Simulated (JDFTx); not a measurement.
**SiC (Moissanite 3C) under changes of volume**

One of the cells (10.346 Å³/atom); the others are scaled copies at fixed shape and fractional positions:

```xyz
2
Lattice="0.0000 2.1790 2.1790 2.1790 0.0000 2.1790 2.1790 2.1790 0.0000" Properties=species:S:1:pos:R:3 pbc="T T T"
Si    0.0000    0.0000    0.0000
C     3.2685    3.2685    3.2685
```

- Program: JDFTx 1.7.0 (patched build)
- Functional: PBEsol
- Potentials or basis: PseudoDojo-SR-PBEsol-0.4.1-standard with smoothed tails
- Cutoff: 1116 eV
- Density cutoff: 8925 eV
- k mesh: 10 × 10 × 10
- Occupations: fermi-dirac, width 0.05 eV
- Spin: no spin polarisation

```tsv
volume (Å³/atom)	energy over the lowest point (meV/atom)	pressure (GPa)	gap on the mesh (eV)
9.725	28.05	15.2	1.18
9.932	11.99	9.6	1.20
10.139	2.86	4.5	1.22
10.346	0.00	-0.1	1.24
10.553	?	?	?
10.760	10.85	-8.1	1.27
10.967	23.54	-11.6	1.29
```

Problem. What does the run at 10.553 Å³/atom give?

Solution. Energy over the lowest point 2.84 meV/atom; pressure -4.3 GPa; gap on the mesh 1.26 eV.

Worked out: A Birch-Murnaghan fit of order 3 (a polynomial in V^(-2/3)) to the other rows has its minimum at 10.34 Å³/atom with B0 = V·E''(V) = 220 GPa and B' = 3.9. It gives 2.84 meV/atom at 10.553 Å³/atom, against the run's 2.84, and -dE/dV = -4.3 GPa, against -4.3. A straight line through the other rows of the gap, of slope 0.901 eV per unit of ln V, gives 1.25 eV, against the run's 1.26.

Energies are extrapolated to zero smearing.

A mesh can miss the band edges.
